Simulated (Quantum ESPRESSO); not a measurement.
# AgCl (Chlorargyrite) (Fm-3m) in Quantum ESPRESSO: a series of runs, part 2 of 2

Quantum ESPRESSO 7.5. Earlier steps stand in the parts before.

### 3 Phonons, LDA

Input file pw.in:

```
&CONTROL
  calculation = 'scf'
  prefix = 'pwscf'
  outdir = './tmp'
  pseudo_dir = './pseudo'
  tprnfor = .true.
  tstress = .true.
  disk_io = 'low'
/
&SYSTEM
  ibrav = 0
  nat = 2
  ntyp = 2
  ecutwfc = 86
  nbnd = 20
  occupations = 'smearing'
  smearing = 'fd'
  degauss = 0.00367493
/
&ELECTRONS
  conv_thr = 4d-10
  electron_maxstep = 120
  mixing_beta = 0.5
/
ATOMIC_SPECIES
Ag   107.8682 Ag.upf
Cl    35.4500 Cl.upf
CELL_PARAMETERS angstrom
   0.0000000000    2.7350000000    2.7350000000
   2.7350000000    0.0000000000    2.7350000000
   2.7350000000    2.7350000000    0.0000000000
ATOMIC_POSITIONS crystal
Ag     0.0000000000    0.0000000000    0.0000000000
Cl     0.5000000000    0.5000000000    0.5000000000
K_POINTS automatic
4 4 4 1 1 1
```

Input file relax.in:

```
&CONTROL
  calculation = 'vc-relax'
  prefix = 'pwscf'
  outdir = './tmp'
  pseudo_dir = './pseudo'
  tprnfor = .true.
  tstress = .true.
  disk_io = 'low'
  nstep = 40
  forc_conv_thr = 0.0001
  etot_conv_thr = 1d-06
/
&SYSTEM
  ibrav = 0
  nat = 2
  ntyp = 2
  ecutwfc = 86
  nbnd = 20
  occupations = 'smearing'
  smearing = 'fd'
  degauss = 0.00367493
/
&ELECTRONS
  conv_thr = 4d-10
  electron_maxstep = 120
  mixing_beta = 0.5
/
&IONS
  ion_dynamics = 'bfgs'
/
&CELL
  cell_dynamics = 'bfgs'
  press = 0
  press_conv_thr = 0.2
/
ATOMIC_SPECIES
Ag   107.8682 Ag.upf
Cl    35.4500 Cl.upf
CELL_PARAMETERS angstrom
   0.0000000000    2.7350000000    2.7350000000
   2.7350000000    0.0000000000    2.7350000000
   2.7350000000    2.7350000000    0.0000000000
ATOMIC_POSITIONS crystal
Ag     0.0000000000    0.0000000000    0.0000000000
Cl     0.5000000000    0.5000000000    0.5000000000
K_POINTS automatic
4 4 4 1 1 1
```

Input file scf2.in:

```
&CONTROL
  calculation = 'scf'
  prefix = 'pwscf'
  outdir = './tmp'
  pseudo_dir = './pseudo'
  tprnfor = .true.
  tstress = .true.
  disk_io = 'low'
/
&SYSTEM
  ibrav = 0
  nat = 2
  ntyp = 2
  ecutwfc = 86
  nbnd = 20
  occupations = 'fixed'
/
&ELECTRONS
  conv_thr = 1d-13
  electron_maxstep = 120
  mixing_beta = 0.5
  startingpot = 'file'
  startingwfc = 'file'
/
ATOMIC_SPECIES
Ag   107.8682 Ag.upf
Cl    35.4500 Cl.upf
CELL_PARAMETERS angstrom
   0.0000000000    2.6772050340    2.6772050340
   2.6772050340    0.0000000000    2.6772050340
   2.6772050340    2.6772050340    0.0000000000
ATOMIC_POSITIONS crystal
Ag     0.0000000000    0.0000000000    0.0000000000
Cl     0.5000000000    0.5000000000    0.5000000000
K_POINTS automatic
4 4 4 1 1 1
```

Input file ph.in:

```
phonons of AgCl
&INPUTPH
  prefix = 'pwscf'
  outdir = './tmp'
  tr2_ph = 1d-18
  fildyn = 'dyn'
  niter_ph = 90
  alpha_mix(1) = 0.7
/
-0.0000000000 0.7071067812 -0.0000000000
```

Potentials or basis: PseudoDojo 0.4.1 SR LDA standard.

Launch:

```
$ OMP_NUM_THREADS=1 mpirun -n 4 pw.x -nk 2 -in pw.in > pw.out
$ OMP_NUM_THREADS=1 mpirun -n 4 pw.x -nk 2 -in relax.in > relax.out
$ OMP_NUM_THREADS=1 mpirun -n 4 pw.x -nk 2 -in scf2.in > scf2.out
$ OMP_NUM_THREADS=1 mpirun -n 4 ph.x -nk 2 -in ph.in > ph.out
```

pw.out:

```text
This program is part of the open-source Quantum ESPRESSO suite
     for quantum simulation of materials; please cite
[... 6 lines left out ...]
     using ibrav=0 with symmetry is DISCOURAGED, use correct ibrav instead

     K-points division:     npool     =       2
     Subspace diagonalization in iterative solution of the eigenvalue problem:
     a serial algorithm will be used

     --------------------
     sticks:   dense  smooth     PW     G-vecs:    dense   smooth      PW
     Min         635     635    183                14897    14897    2345
     Max         638     638    184                14898    14898    2348
     Sum        1273    1273    367                29795    29795    4693

     Using Slab Decomposition

     bravais-lattice index     =            0
     lattice parameter (alat)  =       7.3092  a.u.
     unit-cell volume          =     276.1205 (a.u.)^3
     number of atoms/cell      =            2
     number of atomic types    =            2
     number of electrons       =        26.00
     number of Kohn-Sham states=           20
     kinetic-energy cutoff     =      86.0000  Ry
     charge density cutoff     =     344.0000  Ry
     scf convergence threshold =      4.0E-10
     mixing beta               =       0.5000
     number of iterations used =            8  plain     mixing
     Exchange-correlation= SLA  PW   NOGX NOGC
                           (   1   4   0   0   0   0   0)

     celldm(1)=   7.309223  celldm(2)=   0.000000  celldm(3)=   0.000000
     celldm(4)=   0.000000  celldm(5)=   0.000000  celldm(6)=   0.000000

     crystal axes: (cart. coord. in units of alat)
               a(1) = (   0.000000   0.707107   0.707107 )
               a(2) = (   0.707107   0.000000   0.707107 )
               a(3) = (   0.707107   0.707107   0.000000 )

     reciprocal axes: (cart. coord. in units 2 pi/alat)
               b(1) = ( -0.707107  0.707107  0.707107 )
               b(2) = (  0.707107 -0.707107  0.707107 )
               b(3) = (  0.707107  0.707107 -0.707107 )

     PseudoPot. # 1 for Ag read from file:
     Ag.upf
     Pseudo is Norm-conserving + core correction, Zval = 19.0
     Generated using ONCVPSP code by D. R. Hamann
     Using radial grid of 1484 points,  6 beta functions with:
                l(1) =   0
                l(2) =   0
                l(3) =   1
                l(4) =   1
                l(5) =   2
                l(6) =   2

[... 31 lines left out ...]
        k(    6) = (  -0.0883883  -0.4419417   0.6187184), wk =   0.3750000
        k(    7) = (   0.0883883  -0.2651650   0.4419417), wk =   0.3750000
        k(    8) = (  -0.6187184   0.0883883   0.0883883), wk =   0.1875000
        k(    9) = (   0.2651650   0.2651650   0.2651650), wk =   0.0625000
        k(   10) = (  -0.2651650  -0.2651650   0.7954951), wk =   0.1875000

     Dense  grid:    29795 G-vectors     FFT dimensions: (  45,  45,  45)

     Initial potential from superposition of free atoms

     starting charge      25.9997, renormalised to      26.0000
     Starting wfcs are   14 randomized atomic wfcs +    6 random wfcs

     Self-consistent Calculation

     iteration #  1     ecut=    86.00 Ry     beta= 0.50
     Davidson diagonalization with overlap
     ethr =  1.00E-02,  avg # of iterations =  6.7

     Threshold (ethr) on eigenvalues was too large:
     Diagonalizing with lowered threshold

     Davidson diagonalization with overlap
     ethr =  1.37E-04,  avg # of iterations =  3.6

     total energy              =    -342.81242854 Ry
     estimated scf accuracy    <       0.03476241 Ry
[... 43 lines left out ...]
     iteration #  8     ecut=    86.00 Ry     beta= 0.50
     Davidson diagonalization with overlap
     ethr =  2.31E-12,  avg # of iterations =  2.0

     End of self-consistent calculation

          k = 0.0884 0.0884 0.0884 (  3731 PWs)   bands (ev):

   -81.2085 -44.8046 -44.8041 -44.8041  -6.7315   5.1374   5.2049   5.2049
     5.9224   5.9224   6.1926   6.8547   6.8547   9.9413  17.7401  18.7857
    18.7857  20.3387  20.3387  21.1012

          k = 0.2652 0.2652-0.0884 (  3718 PWs)   bands (ev):

   -81.2084 -44.8064 -44.8049 -44.8044  -6.4511   3.6077   4.2950   4.6608
     6.0802   6.1780   6.4972   7.1807   8.2976  12.1668  15.4418  16.5419
    16.8819  19.9749  21.9047  22.2446

          k =-0.2652-0.2652 0.4419 (  3721 PWs)   bands (ev):
[... 19 lines left out ...]
   -81.2084 -44.8069 -44.8061 -44.8053  -6.2392   3.7947   4.1569   4.4040
     6.1240   6.3365   6.5006   6.8046   7.3840  12.3261  15.4138  16.3544
    17.3769  20.7835  22.1659  23.4736

          k = 0.0884-0.2652 0.4419 (  3714 PWs)   bands (ev):

   -81.2084 -44.8070 -44.8055 -44.8048  -6.3098   3.3870   4.1957   4.4550
     6.1038   6.2889   6.5683   7.1152   8.1264  12.9747  14.3781  16.2544
    17.0967  20.2854  22.5266  23.4874

          k =-0.6187 0.0884 0.0884 (  3716 PWs)   bands (ev):

   -81.2084 -44.8073 -44.8057 -44.8054  -6.2701   3.8035   4.7109   4.9024
     5.7633   6.3648   6.4719   6.6587   6.7801  11.0862  16.1244  16.7012
    19.1401  19.8224  22.9314  23.5028

          k = 0.2652 0.2652 0.2652 (  3726 PWs)   bands (ev):
[... 7 lines left out ...]
   -81.2084 -44.8071 -44.8059 -44.8049  -6.2498   3.3977   4.1740   4.2009
     6.2030   6.2772   6.5693   7.0935   8.1247  13.0784  14.3425  16.2873
    16.9780  21.1443  21.1724  23.9142

     the Fermi energy is     9.1673 ev

!    total energy              =    -342.82360913 Ry
     estimated scf accuracy    <          1.9E-10 Ry
     smearing contrib. (-TS)   =      -0.00000000 Ry
     internal energy E=F+TS    =    -342.82360913 Ry

     The total energy is F=E-TS. E is the sum of the following terms:
     one-electron contribution =    -176.67013238 Ry
     hartree contribution      =      98.72667623 Ry
     xc contribution           =     -54.98327981 Ry
     ewald contribution        =    -209.89687317 Ry

     convergence has been achieved in   8 iterations

     Forces acting on atoms (cartesian axes, Ry/au):

     atom    1 type  1   force =    -0.00000000   -0.00000000    0.00000000
     atom    2 type  2   force =     0.00000000    0.00000000   -0.00000000

     Total force =     0.000000     Total SCF correction =     0.000000

     Computing stress (Cartesian axis) and pressure

          total   stress  (Ry/bohr**3)                   (kbar)     P=      -37.93
  -0.00025784   0.00000000  -0.00000000          -37.93        0.00       -0.00
   0.00000000  -0.00025784  -0.00000000            0.00      -37.93       -0.00
  -0.00000000  -0.00000000  -0.00025784           -0.00       -0.00      -37.93

=------------------------------------------------------------------------------=
   JOB DONE.
=------------------------------------------------------------------------------=
```

relax.out:

```text
This program is part of the open-source Quantum ESPRESSO suite
     for quantum simulation of materials; please cite
[... 6 lines left out ...]
     using ibrav=0 with symmetry is DISCOURAGED, use correct ibrav instead

     K-points division:     npool     =       2
[... 1320 lines left out ...]
  -0.00000107  -0.00000000  -0.00000000           -0.16       -0.00       -0.00
   0.00000000  -0.00000107  -0.00000000            0.00       -0.16       -0.00
  -0.00000000  -0.00000000  -0.00000107           -0.00       -0.00       -0.16

=------------------------------------------------------------------------------=
   JOB DONE.
=------------------------------------------------------------------------------=
```

It took 1.8 min on 4 MPI ranks of Intel Xeon 6975P-C (Granite Rapids), shared host; peak memory 0.36 GiB.

What came out:

| Item | Value |
| --- | --- |
| Free energy | -4664.3848 eV |
| Relaxed volume | 19.19 Å³/atom |
| Relaxed cell | a = 3.786 Å, b = 3.786 Å, c = 3.786 Å, α = 60.00°, β = 60.00°, γ = 60.00° |
| Space group after relaxing (to 0.05 Å) | Fm-3m (No. 225) |
| Pressure after relaxing | 0.0 GPa |
| Highest phonon frequency at the q point run | 208 cm⁻¹ |

Step by step:
```tsv
step	energy change (eV)	largest force (eV/Å)	pressure (GPa)	volume (Å³)
1	0.0000	0.0000	-3.79	40.92
2	-0.0162	0.0000	-2.78	40.13
3	-0.0301	0.0000	-1.03	38.97
4	-0.0320	0.0000	0.11	38.32
5	-0.0321	0.0000	0.00	38.38
6	-0.0321	0.0000	0.00	38.38
```

Final structure:
```
Ag Cl
1.0
     0.00000    2.67721    2.67721
     2.67721    0.00000    2.67721
     2.67721    2.67721    0.00000
Ag Cl
1 1
Direct
  0.00000 0.00000 0.00000
  0.50000 0.50000 0.50000
```

Phonon frequencies in cm⁻¹ (negative: imaginary):
```
              q point           frequencies
(0.500, 0.000, 0.500)  32 32 54 170 170 208
```

Phonon modes at q = (0.500, 0.000, 0.500) in reciprocal lattice units:
```tsv
mode	symmetry	cm⁻¹
1	E_u	32
2	E_u	32
3	A_2u	54
4	E_u	170
5	E_u	170
6	A_2u	208
```
